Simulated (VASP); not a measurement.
The system is BAs.

```
As B
1.0
     0.00000    2.38850    2.38850
     2.38850    0.00000    2.38850
     2.38850    2.38850    0.00000
As B
1 1
Direct
  0.75000 0.75000 0.75000
  0.00000 0.00000 0.00000
```

- Program: VASP 6.6.1
- Task: relaxation of cell and atoms
- Functional: BLYP
- Potentials or basis: VASP PAW PBE potentials, release 64 (As, B)
- Cutoff: 600 eV
- k mesh: 10 × 10 × 10
- Occupations: fermi-dirac, width 0.05 eV
- Spin: no spin polarisation

At the start: pressure 8.7 GPa; volume 13.63 Å³/atom.

Problem. How do energy, volume and symmetry change on relaxing?

Solution. Over 3 steps the energy falls by 23.3 meV/atom and the volume is 14.54 Å³/atom (+6.7 %); space group F-43m (No. 216, to 0.05 Å).

Step by step:
```csv
step,energy change (eV),largest force (eV/Å),pressure (GPa),volume (Å³)
1,0.0000,0.0000,8.68,27.25
2,-0.0298,0.0000,-4.32,30.27
3,-0.0466,0.0000,-0.01,29.07
```

Final structure:
```xyz
2
Lattice="0.0000 2.4406 2.4406 2.4406 0.0000 2.4406 2.4406 2.4406 0.0000" Properties=species:S:1:pos:R:3 pbc="T T T"
As    3.6609    3.6609    3.6609
B     0.0000    0.0000    0.0000
```

Caveat: the PAW data sets were made with another functional, which shifts forces and pressure a little.
